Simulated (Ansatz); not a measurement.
**InSe (Fm-3m): compression over a wide range**

The task here is to estimate one member of a computed series from the others.

Computed with Ansatz 0.2.0 (DFT r²SCAN, scalar-relativistic, plane waves, PAW, unless a step's input says otherwise).

The runs add the D3(BJ) dispersion term to the functional named.

## The structure to begin with

It takes space group Fm-3m (No. 225, cubic). Conventional cell: a = 5.830 Å, b = 5.830 Å, c = 5.830 Å, α = 90.00°, β = 90.00°, γ = 90.00°. In (site symmetry m-3m) is surrounded by 6 Se at 2.91 Å. Se (site symmetry m-3m) has 6 In at 2.91 Å as nearest neighbours.

Coordinates:

```cif
data_structure
_symmetry_space_group_name_H-M 'P 1'
_symmetry_Int_Tables_number 1
_cell_length_a 4.1221
_cell_length_b 4.1221
_cell_length_c 4.1221
_cell_angle_alpha 60.000
_cell_angle_beta 60.000
_cell_angle_gamma 60.000
_cell_volume 49.53
loop_
_atom_site_label
_atom_site_type_symbol
_atom_site_fract_x
_atom_site_fract_y
_atom_site_fract_z
_atom_site_occupancy
In1 In 0.00000 0.00000 0.00000 1
Se1 Se 0.50000 0.50000 0.50000 1
```

This cell comes from an earlier session at r²SCAN: 24.763 Å³/atom at 0.00 GPa, on a 14×14×14 mesh.

The first run:

input.yaml reads:

```yaml
crystal:
  lattice:
    - [0.0, 2.8753666859, 2.8753666859]
    - [2.8753666859, 0.0, 2.8753666859]
    - [2.8753666859, 2.8753666859, 0.0]
  atoms:
    - { symbol: In, position: [0.0, 0.0, 0.0] }
    - { symbol: Se, position: [0.5, 0.5, 0.5] }
basis:
  ecutwfc: 500
  ecutrho_ratio: 4
kpoints:
  mp_grid: { grid: [14, 14, 14] }
hamiltonian:
  xc: r2scan
  dispersion: d3bj
scf:
  occupations: { method: gaussian, width: 0.05 }
output:
  forces: true
  stress: true
  eigenvalues: true
```

On the command line:

```sh
ansatz run input.yaml --threads 1 --pin off --max-ram 2560MiB --backend cpu --events-out ev --progress --plain --runs-dir out
```

Steps of the session up to this table: Volume × 0.96; Volume × 1.04; Volume × 0.92; Volume × 0.88; Volume × 0.84; Volume × 0.8.

One of the session's tables, all rows but one given; the rest of the session is left out.

It belongs to the step «The curve». 

| volume (Å³/atom) | energy above the lowest (meV/atom) | pressure (GPa) |
| --- | --- | --- |
| 19.811 | 278.6 | 22.3 |
| 20.801 | ? | ? |
| 21.792 | 84.0 | 10.2 |
| 22.782 | 34.5 | 6.0 |
| 23.773 | 8.0 | 2.7 |
| 24.763 | 0.0 | 0.0 |
| 25.754 | 7.0 | -2.2 |

Estimate the missing values for volume (Å³/atom) = 20.801.

Worked estimate for «energy above the lowest (meV/atom)». A straight line through the neighbours (19.811, 278.6) and (21.792, 84.0) gives 278.6 + (84.0 − 278.6) × (20.801 − 19.811) / (21.792 − 19.811) = 181.3; a parabola fitted to 3 rows on both sides gives 165.4.

**Answer.** energy above the lowest (meV/atom): 162.9; pressure (GPa): 15.4. In «energy above the lowest (meV/atom)» the line misses by +18.4 and the parabola by +2.5.

Limits of these values: Other structures may be lower in enthalpy at these pressures. Warnings in the runs' records: dispersion damping borrowed.
